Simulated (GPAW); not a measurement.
BP:

```xyz
2
Lattice="0.0000 2.2690 2.2690 2.2690 0.0000 2.2690 2.2690 2.2690 0.0000" Properties=species:S:1:pos:R:3 pbc="T T T"
P     3.4035    3.4035    3.4035
B     0.0000    0.0000    0.0000
```

Base run:

```yaml
Program: GPAW 26.7.0
Functional: LDA
Potentials_or_basis: the program's PAW data sets (release 1.2.1) made for this functional
Cutoff: 800 eV
Basis: pw
k_mesh: 10 × 10 × 10
Occupations: fermi-dirac, width 0.05 eV
Spin: no spin polarisation
```

Its results: band gap on the k mesh 1.19 eV, indirect (least direct gap 3.38 eV); pressure -5.0 GPa.

Problem. The run is repeated on the same cell with these changes: functional from LDA to revPBE. What comes out?

Solution. Band gap on the k mesh 1.26 eV, indirect (least direct gap 3.41 eV); pressure 3.5 GPa.

revPBE binds less tightly than LDA, so the same cell stands under more pressure.
